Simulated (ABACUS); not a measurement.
**CoO in ABACUS: the effect of functional**

Crystal: CoO.

```
CELL_PARAMETERS angstrom
0.00000 2.14562 2.14562
2.14562 0.00000 2.14562
2.14562 2.14562 0.00000
ATOMIC_POSITIONS crystal
Co 0.00000 0.00000 0.00000
O 0.50000 0.50000 0.50000
```

The cell isn't the ideal one: volume scaled by 1.02.

Alike in all runs:

| Quantity | Value |
| --- | --- |
| Program | ABACUS 3.10.1 |
| Task | equation of state |
| Potentials or basis | SG15 ONCV 1.2 PBE |
| Cutoff | 1320 eV |
| Density cutoff | 5279 eV |
| Basis | plane waves |
| k mesh | 8 × 8 × 8 |
| Occupations | fermi-dirac, width 0.05 eV |
| Spin | collinear spin, ferromagnetic start |
| Starting moments | [2.0, 0.0] μB |

```tsv
functional	pressure (GPa)	moment (μB)
LDA	?	?
PBEsol	-13.0	2.99
r2SCAN	-11.2	3.00
```

Q: What does the run with functional LDA give?

A: Pressure -22.0 GPa; moment 2.86 μB.

Caveats: the potentials were made for another functional, which shifts forces and pressure; a cell with one magnetic atom can't hold antiferromagnetic order, which such compounds often take.
